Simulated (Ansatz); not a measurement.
Write a Python script for Ansatz 0.2.0, Python API that makes a calculation of the dielectric tensor and Born charges of Al2O3, space group P-6m2. Level of theory: PBEsol, PAW, cutoff 510 eV, 12×12×2 k-points, fixed occupations.

```
CELL_PARAMETERS angstrom
2.88432 0.00000 0.00000
-1.44216 2.49790 0.00000
0.00000 0.00000 9.33675
ATOMIC_POSITIONS crystal
Al 0.00000 0.00000 0.14999
Al 0.00000 0.00000 0.85001
O 0.33333 0.66667 0.22232
O 0.66667 0.33333 0.00000
O 0.33333 0.66667 0.77768
```

Script `al2o3_eps.py`:
```python
"""Response of Al2O3 to an electric field."""

import warnings

import ansatz as az
import numpy as np

params = {
    "ecut": 510,
    "mesh": (12, 12, 2),
    "functional": "pbesol",
    "smearing": "fixed",
}

warnings.simplefilter("ignore", az.DeckWarning)

lattice = az.Lattice.of(
    (2.884325, 0.0, 0.0),
    (-1.442162, 2.497899, 0.0),
    (0.0, 0.0, 9.336754),
)
sites = [
    ("Al", (0.0, 0.0, 0.149992)),
    ("Al", (0.0, 0.0, 0.850008)),
    ("O", (1 / 3, 2 / 3, 0.222317)),
    ("O", (2 / 3, 1 / 3, 0.0)),
    ("O", (1 / 3, 2 / 3, 0.777683)),
]
xtal = az.Crystal(lattice=lattice)
for symbol, position in sites:
    xtal = xtal.atom(symbol, position)

# an insulator: whole occupations
model = (
    xtal.calculation()
    .basis(params["ecut"])
    .kpoints(*params["mesh"])
    .functional(params["functional"])
    .occupations(params["smearing"])
    .dielectric()
)
outcome = model.run(threads=1)
response = outcome.dielectric
eps = np.asarray(response.eps_inf)

print(f"mean eps_inf {np.trace(eps) / 3:.3f}, fraction of exact exchange 1/eps = {3 / np.trace(eps):.3f}")
print(np.array2string(eps, precision=3, suppress_small=True))
for site, z in zip(outcome.lattice.sites, response.zstar_e):
    print(f"{site.symbol:2s} Z* trace/3 = {np.trace(z) / 3:+.3f} e")
print(f"charge neutrality missed by {response.zstar_sum_residual_pre_e:.4f} e before the sum rule")
```

Running `python al2o3_eps.py` prints:
```text
mean eps_inf 2.462, fraction of exact exchange 1/eps = 0.406
[[ 2.719  0.    -0.   ]
 [-0.     2.719 -0.   ]
 [-0.    -0.     1.949]]
Al Z* trace/3 = +2.533 e
Al Z* trace/3 = +2.533 e
O  Z* trace/3 = -1.584 e
O  Z* trace/3 = -1.898 e
O  Z* trace/3 = -1.584 e
charge neutrality missed by 0.0009 e before the sum rule
```

Under fixed occupations the level called the Fermi level is the highest filled one on the SCF mesh; off the mesh a filled band can lie a little above it. Averages over directions belong to no single polarisation, least of all in layered crystals. Pressure is positive in compression. This cell is a computed structure, which may not be the phase found in nature. This is the electronic (clamped-ion) response; a semilocal gap that is too small tends to raise it. The typed mesh is that of the SCF; the response is solved on denser meshes that the run picks. The whole script took 82 s on 1 thread of Arm Neoverse V2, with other jobs on the host, peak memory 0.84 GiB.
